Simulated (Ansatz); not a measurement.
Te started at a second open point in rocksalt SnTe, 65 atoms, charge 0

All numbers come from Ansatz (PAW, plane waves, no spin–orbit coupling) at the single k point (¼, ¼, ¼) without its symmetry partners. The atoms were relaxed with PBEsol in a fixed cell; other functionals are single points on those atoms unless said otherwise. The valence top and gap of the host come from the perfect supercell at Γ, which can miss a band edge that doesn't fold there, PBEsol gap 0.17 eV, r²SCAN gap 0.02 eV.

Relaxed structure:

```cif
data_structure
_symmetry_space_group_name_H-M 'P 1'
_symmetry_Int_Tables_number 1
_cell_length_a 12.5690
_cell_length_b 12.5690
_cell_length_c 12.5690
_cell_angle_alpha 90.000
_cell_angle_beta 90.000
_cell_angle_gamma 90.000
_cell_volume 1985.65
loop_
_atom_site_label
_atom_site_type_symbol
_atom_site_fract_x
_atom_site_fract_y
_atom_site_fract_z
_atom_site_occupancy
Te1 Te 0.24435 0.99969 0.99855 1
Te2 Te 0.24094 0.99875 0.49854 1
Te3 Te 0.24474 0.50018 0.99779 1
Te4 Te 0.23968 0.50399 0.49812 1
Te5 Te 0.74472 0.99871 0.99736 1
Te6 Te 0.74696 0.99435 0.49717 1
Te7 Te 0.74543 0.49861 0.99643 1
Te8 Te 0.74939 0.49973 0.49438 1
Te9 Te 0.99458 0.24942 0.99625 1
Te10 Te 0.99696 0.24890 0.49454 1
Te11 Te 0.99479 0.74957 0.99651 1
Te12 Te 0.99420 0.74970 0.49599 1
Te13 Te 0.49300 0.24886 0.99814 1
Te14 Te 0.54909 0.18593 0.54907 1
Te15 Te 0.49429 0.74966 0.99591 1
Te16 Te 0.49277 0.74552 0.49448 1
Te17 Te 0.99645 0.99971 0.24617 1
Te18 Te 0.99538 0.99863 0.74653 1
Te19 Te 0.99607 0.50020 0.24630 1
Te20 Te 0.99482 0.49851 0.74703 1
Te21 Te 0.49644 0.99930 0.24325 1
Te22 Te 0.49516 0.99403 0.74889 1
Te23 Te 0.49632 0.50421 0.24106 1
Te24 Te 0.49289 0.49897 0.75071 1
Te25 Te 0.24289 0.24922 0.24466 1
Te26 Te 0.24783 0.24702 0.75345 1
Te27 Te 0.24509 0.75119 0.24674 1
Te28 Te 0.24448 0.74814 0.74715 1
Te29 Te 0.75138 0.24765 0.24965 1
Te30 Te 0.75086 0.24936 0.75253 1
Te31 Te 0.74550 0.74871 0.24626 1
Te32 Te 0.74519 0.74893 0.74698 1
Te33 Te 0.42991 0.31992 0.43228 1
Sn1 Sn 0.99980 0.00636 0.00185 1
Sn2 Sn 0.99172 0.00255 0.50071 1
Sn3 Sn 0.00274 0.50700 0.00439 1
Sn4 Sn 0.00213 0.50631 0.50509 1
Sn5 Sn 0.49867 0.00278 0.99404 1
Sn6 Sn 0.48165 0.97813 0.48436 1
Sn7 Sn 0.50342 0.50643 0.00359 1
Sn8 Sn 0.51476 0.51640 0.51625 1
Sn9 Sn 0.24888 0.25704 0.00559 1
Sn10 Sn 0.22953 0.24393 0.51643 1
Sn11 Sn 0.25043 0.75633 0.00407 1
Sn12 Sn 0.24709 0.74934 0.50379 1
Sn13 Sn 0.75168 0.25556 0.00392 1
Sn14 Sn 0.76432 0.26169 0.50497 1
Sn15 Sn 0.75192 0.75666 0.00364 1
Sn16 Sn 0.75097 0.75570 0.50417 1
Sn17 Sn 0.24950 0.00837 0.25170 1
Sn18 Sn 0.25206 0.00393 0.75436 1
Sn19 Sn 0.25267 0.50880 0.25445 1
Sn20 Sn 0.25073 0.50505 0.75505 1
Sn21 Sn 0.75200 0.00471 0.25417 1
Sn22 Sn 0.75160 0.00598 0.75372 1
Sn23 Sn 0.75319 0.50576 0.25229 1
Sn24 Sn 0.75394 0.50707 0.75570 1
Sn25 Sn 0.00373 0.25711 0.25052 1
Sn26 Sn 0.00213 0.25536 0.75355 1
Sn27 Sn 0.00225 0.75639 0.25222 1
Sn28 Sn 0.00172 0.75647 0.75373 1
Sn29 Sn 0.51399 0.24528 0.23119 1
Sn30 Sn 0.50331 0.26040 0.76504 1
Sn31 Sn 0.50200 0.75008 0.24890 1
Sn32 Sn 0.50222 0.75526 0.75277 1
```

Chemical potentials μ are those of reference phases of the elements at zero temperature by the same functional (the usual solids, diamond for C, grey Sn, and the molecules H2, N2, O2, F2, Cl2, Br2 and S8).

| functional | E(defect) − E(host) − Σ nμ + q·E_VBM (eV) | monopole (eV) | alignment (eV) | formation energy at E_F = VBM (eV) | moment (μB) | wall time, shared host |
| --- | --- | --- | --- | --- | --- | --- |
| PBEsol | 2.82 | 0.00 | 0.00 | 2.82 | 0 (no spin) | 42 s on NVIDIA H100 (relaxation) |

Problem. Estimate the formation energy and moment that r²SCAN gives on these atoms.

Solution. 3.48 eV at E_F = VBM, moment 0 (no spin).

r²SCAN one-electron levels near the gap (the ten most localised at most), from the host's valence top:

```csv
level (eV),spin,filling,atoms sharing it,element of the atom with most weight
-0.30,both,2.00,44.7,spread
```

All elements are taken at their own reference at once; growth conditions in equilibrium with the host shift these energies, by up to the host's formation enthalpy.

One k point and a cell of this size can leave errors of several tenths of an eV in such numbers.
